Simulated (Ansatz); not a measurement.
# GaN (a-plane nitride stack): the cost of one run

Method: DFT PBE, scalar-relativistic, plane waves, PAW, and further levels as typed in the inputs, in Ansatz 0.2.0.

## 1. The system as given

Symmetry: Cmc2_1, No. 36, orthorhombic system. Conventional cell: a = 3.281 Å, b = 5.422 Å, c = 5.018 Å, α = 90.00°, β = 90.00°, γ = 90.00°. Ga (site symmetry m) has 4 N at 1.89 to 1.97 Å as nearest neighbours. N (site symmetry m) has 4 Ga at 1.89 to 1.97 Å as nearest neighbours.

As a file:

```cif
data_structure
_symmetry_space_group_name_H-M 'P 1'
_symmetry_Int_Tables_number 1
_cell_length_a 5.4218
_cell_length_b 5.0180
_cell_length_c 3.2806
_cell_angle_alpha 90.000
_cell_angle_beta 90.000
_cell_angle_gamma 90.000
_cell_volume 89.25
loop_
_atom_site_label
_atom_site_type_symbol
_atom_site_fract_x
_atom_site_fract_y
_atom_site_fract_z
_atom_site_occupancy
Ga1 Ga 0.33333 0.00000 0.00000 1
Ga2 Ga 0.66667 0.50000 0.00000 1
Ga3 Ga 0.16667 0.50000 0.50000 1
Ga4 Ga 0.83333 0.00000 0.50000 1
N1 N 0.33333 0.37673 0.00000 1
N2 N 0.66667 0.87673 0.00000 1
N3 N 0.16667 0.87673 0.50000 1
N4 N 0.83333 0.37673 0.50000 1
```

## 2. Relaxing cell and atoms: GaN (a-plane nitride stack), no spin

Input file input.yaml:

```yaml
crystal:
  lattice:
    - [5.42180721, 0.0, 0.0]
    - [0.0, 5.0179562, 0.0]
    - [0.0, 0.0, 3.28059]
  atoms:
    - { symbol: Ga, position: [0.333333333, 0.0, 0.0] }
    - { symbol: Ga, position: [0.666666667, 0.5, 0.0] }
    - { symbol: Ga, position: [0.166666667, 0.5, 0.5] }
    - { symbol: Ga, position: [0.833333333, 0.0, 0.5] }
    - { symbol: "N", position: [0.333333333, 0.376734477, 0.0] }
    - { symbol: "N", position: [0.666666667, 0.876734477, 0.0] }
    - { symbol: "N", position: [0.166666667, 0.876734477, 0.5] }
    - { symbol: "N", position: [0.833333333, 0.376734477, 0.5] }
scf:
  occupations: { method: fixed }
  n_extra_bands: 4
output:
  forces: true
  stress: true
  eigenvalues: true
hamiltonian:
  xc: pbe
kpoints:
  mp_grid: { grid: [4, 4, 7] }
relax:
  f_tol: 0.003
  max_steps: 60
  cell: { stress_tol: 0.02, fix: [a, b, angles] }
```

Launch:

```
$ ansatz run input.yaml --threads 4 --pin off --max-ram 12288MiB --backend cpu --events-out ev --progress --plain --runs-dir out
```

What time and memory should one allow on 4 threads of Intel Xeon 6975P-C (Granite Rapids), shared host?

About 12 s, with a peak of 0.46 GiB.
